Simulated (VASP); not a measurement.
Write the native input for VASP 6.6.1 that does the following.

- Task: relaxation of cell and atoms
- Functional: PBEsol
- Potentials or basis: VASP PAW PBE potentials, release 64 (Mg)
- Cutoff: 580 eV
- k mesh: 15 × 15 × 8
- Occupations: gaussian, width 0.1 eV
- Spin: no spin polarisation
- Further INCAR settings: ALGO = Normal; EDIFF = 1e-07; IBRION = 2; EDIFFG = -0.005; NSW = 90; ISIF = 3

The structure of Mg lies in POSCAR:

```
Mg
1.0
    3.2093000000      0.0000000000      0.0000000000
   -1.6046500000      2.7793353300      0.0000000000
    0.0000000000      0.0000000000      5.2103000000
Mg
2
Direct
    0.3333333300      0.6666666700      0.2500000000
    0.6666666700      0.3333333300      0.7500000000
```

One way to write it, as run:

INCAR

```
SYSTEM = Mg
PREC = Accurate
ENCUT = 580
EDIFF = 1E-7
ISMEAR = 0
SIGMA = 0.1
LREAL = .False.
LASPH = .True.
NELM = 60
ALGO = Normal
ISIF = 3
LWAVE = .False.
LCHARG = .False.
GGA = PS
IBRION = 2
NSW = 90
EDIFFG = -0.005
```

KPOINTS

```
regular mesh
0
Gamma
  15 15 8
  0 0 0
```

Potentials or basis: VASP PAW PBE potentials, release 64 (Mg).

Run with:

```bash
$ cat potpaw_PBE.64/Mg/POTCAR > POTCAR
$ mpirun -np 1 vasp_std > vasp.out
```

Results of the run:

| Quantity | Value |
| --- | --- |
| Relaxed volume | 22.46 Å³/atom |
| Relaxed cell | a = 3.187 Å, b = 3.187 Å, c = 5.106 Å, α = 90.00°, β = 90.00°, γ = 120.00° |
| Space group after relaxing (to 0.05 Å) | P6_3/mmc (No. 194) |
| Energy gained by relaxing | 3.4 meV/atom |
| Ionic steps | 6 |
| Pressure after relaxing | 0.0 GPa |
| Band gap on the k mesh | none (metal or under the smearing width) |

Caveat: the PAW data sets were made with another functional, which shifts forces and pressure a little.

It took 53 s on 1 thread of Intel(R) Xeon(R) Platinum 8488C (Sapphire Rapids) (shared host), peak memory 0.21 GiB.
